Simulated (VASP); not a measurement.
CdF2: relaxation of cell and atoms with LDA

The system is CdF2.

```
Cd F
1.0
     0.00000    2.69400    2.69400
     2.69400    0.00000    2.69400
     2.69400    2.69400    0.00000
Cd F
1 2
Direct
  0.00000 0.00000 0.00000
  0.25000 0.25000 0.25000
  0.75000 0.75000 0.75000
```

* Program: VASP 6.6.1
* Task: relaxation of cell and atoms
* Functional: LDA
* Potentials or basis: VASP PAW LDA potentials, release 64 (Cd, F)
* Cutoff: 600 eV
* k mesh: 8 × 8 × 8
* Occupations: gaussian, width 0.02 eV
* Spin: no spin polarisation
* Dipole correction: no
* Further INCAR settings: ALGO = Fast; EDIFF = 1e-06; IBRION = 2; EDIFFG = -0.005; NSW = 100; ISIF = 3

The relaxed volume is 12.49 Å³/atom. The relaxed cell is a = 3.756 Å, b = 3.756 Å, c = 3.756 Å, α = 60.00°, β = 60.00°, γ = 60.00°, the space group after relaxing (to 0.05 Å) is Fm-3m (No. 225) and the energy gained by relaxing is 8.8 meV/atom. The ionic steps are 3. The pressure after relaxing is -0.1 GPa and the band gap on the k mesh is 2.95 eV, indirect (least direct gap 3.37 eV).

Step by step:
```tsv
step	energy change (eV)	largest force (eV/Å)	pressure (GPa)	volume (Å³)
1	0.0000	0.0000	-4.93	39.10
2	-0.0228	0.0000	2.11	36.88
3	-0.0265	0.0000	-0.06	37.46
```

Final structure:
```
CELL_PARAMETERS angstrom
0.00000 2.65565 2.65565
2.65565 0.00000 2.65565
2.65565 2.65565 0.00000
ATOMIC_POSITIONS crystal
Cd 0.00000 0.00000 0.00000
F 0.25000 0.25000 0.25000
F 0.75000 0.75000 0.75000
```

Levels at points of the mesh, in eV from the valence-band top:
```tsv
k point	band 10	band 11	band 12	band 13	band 14	band 15	band 16	band 17
(0.00, 0.00, 0.00)	-1.12	-0.42	-0.42	-0.42	2.95	12.50	12.50	12.50
(0.50, 0.00, 0.00)	-2.07	-2.07	-0.35	-0.35	7.27	8.92	14.51	14.51
(0.50, 0.50, 0.00)	-3.17	-0.61	-0.10	-0.10	8.10	9.57	11.53	14.31
```

Run time: 32 s on 1 thread of Intel(R) Xeon(R) 6975P-C (Granite Rapids), with other jobs on the host, peak memory 0.17 GiB.

A k mesh can miss the band edges. LDA usually gives volumes a few per cent too small.
